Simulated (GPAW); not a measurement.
The system is C.

```
C
1.0
     2.52210    0.00000    0.00000
    -1.26105    2.18420    0.00000
     0.00000    0.00000    8.23710
C
8
Direct
  0.66667 0.33333 0.84375
  0.33333 0.66667 0.34375
  0.66667 0.33333 0.65625
  0.33333 0.66667 0.15625
  0.00000 0.00000 0.90625
  0.00000 0.00000 0.40625
  0.00000 0.00000 0.59375
  0.00000 0.00000 0.09375
```

This is a hexagonal form of diamond, not graphite.

Base run:

| Quantity | Value |
| --- | --- |
| Program | GPAW 26.7.0 |
| Functional | PBE |
| Potentials or basis | GPAW PAW data sets (gpaw-data 1.2.1) |
| Cutoff | 800 eV |
| Basis | pw |
| k mesh | 12 × 12 × 4 |
| Occupations | fermi-dirac, width 0.05 eV |
| Spin | no spin polarisation |

Its results: band gap on the k mesh 4.41 eV, indirect (least direct gap 5.19 eV); pressure 1.9 GPa; largest force 0.329 eV/Å.

Problem. The run is repeated on the same cell with these changes: functional from PBE to r2SCAN. What comes out?

Solution. Band gap on the k mesh 4.64 eV, indirect (least direct gap 5.44 eV); pressure -2.6 GPa; largest force 0.361 eV/Å.

r2SCAN gives the wider gap, since meta-GGAs in the generalised Kohn-Sham scheme recover part of the derivative discontinuity.

Caveats: the PAW data sets were made with another functional, which shifts forces and pressure a little (some runs).

A k mesh can miss the band edges.

Not every run made on this cell is shown here.
